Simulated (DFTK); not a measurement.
Wanted: the native input for a DFTK 0.8.2 run.

* Task: single point
* Functional: LDA
* Potentials or basis: SG15 1.2 (PBE)
* Cutoff: 1225 eV
* k mesh: 9 × 9 × 5
* Occupations: fermi-dirac, width 0.05 eV
* Spin: collinear spin, ferromagnetic start
* Starting moments: [2.0, 2.0] μB
* Valence electrons: Co 17
* SCF tolerance on the density: 1e-06

The system is Co.

```
CELL_PARAMETERS angstrom
2.47200 0.00000 0.00000
-1.23600 2.14081 0.00000
0.00000 0.00000 4.02114
ATOMIC_POSITIONS crystal
Co 0.66667 0.33333 0.75000
Co 0.33333 0.66667 0.25000
```

One way to write it, as run:

run.jl

```julia
using DFTK
using PseudoPotentialData
using Unitful, UnitfulAtomic
using LinearAlgebra, Printf
include("save.jl")
disable_threading()

# lattice vectors are the columns
lattice = austrip(1u"Å") * [  2.4719999032  -1.2359999516            0.0;
                      0.0   2.1408147143            0.0;
                      0.0            0.0     4.02114408]
symbols   = [:Co, :Co]
positions = [[0.6666666667, 0.3333333333, 0.75],
             [0.3333333333, 0.6666666667, 0.25]]
pseudopotentials = Dict(:Co => "Co.upf")
elements = Dict(s => ElementPsp(s, pseudopotentials; rcut=10.0) for s in unique(symbols))
atoms    = [elements[s] for s in symbols]
magnetic_moments = [2.0, 2.0]

build_model(lattice, positions; symmetries=true) =
    model_DFT(lattice, atoms, positions;
              functionals=LDA(),
              magnetic_moments,
              spin_polarization=:collinear,
              temperature=austrip(0.05u"eV"),
              smearing=Smearing.FermiDirac(),
              symmetries)
Ecut  = 45.0  # hartree
kgrid = [9, 9, 5]
tol   = 1e-6
to_GPa = ustrip(uconvert(u"GPa", 1u"hartree/bohr^3"))

model = build_model(lattice, positions)
basis = PlaneWaveBasis(model; Ecut, kgrid)
display(basis)
scfres = self_consistent_field(basis;
                               tol,
                               ρ=guess_density(basis, magnetic_moments),
                               nbandsalg=AdaptiveBands(model; n_bands_converge=24))
display(scfres.energies)
@printf "Fermi level: %.6f eV\n" ustrip(auconvert(u"eV", something(scfres.εF, NaN)))
forces = compute_forces_cart(scfres)
println("Forces (eV/Å)")
for (s, f) in zip(symbols, forces)
    @printf "%-3s %12.6f %12.6f %12.6f\n" s ustrip.(auconvert.(u"eV/Å", f))...
end
stress = compute_stresses_cart(scfres)
println("Stress (GPa)")
display(round.(stress * to_GPa; digits=4))
@printf "Total moment: %.4f μB\n" sum(spin_density(scfres.ρ)) * scfres.basis.dvol
println("Levels at the first k-point (eV): ", round.(ustrip.(auconvert.(u"eV", scfres.eigenvalues[1][1:scfres.n_bands_converge])); digits=4))
save_scf!(scfres; forces, stress)
```

Potentials or basis: SG15 1.2 (PBE).

Run with:

```console
$ julia --threads=1 run.jl  # save.jl only writes the numbers to a file and isn't shown; printed stress counts tension as positive; times include loading and compiling
```

Results of the run:

* Pressure: -19.0 GPa
* Band gap on the k mesh: none (metal or under the smearing width)
* Net moment: 3.05 μB per cell
* Absolute moment: 3.28 μB per cell
* Site moments: Co +1.52 μB

Caveat: the potentials were made for another functional, which shifts forces and pressure.

Wall time 110 s on 1 thread of Intel(R) Xeon(R) 6975P-C (Granite Rapids) (shared host), peak memory 1.9 GiB.
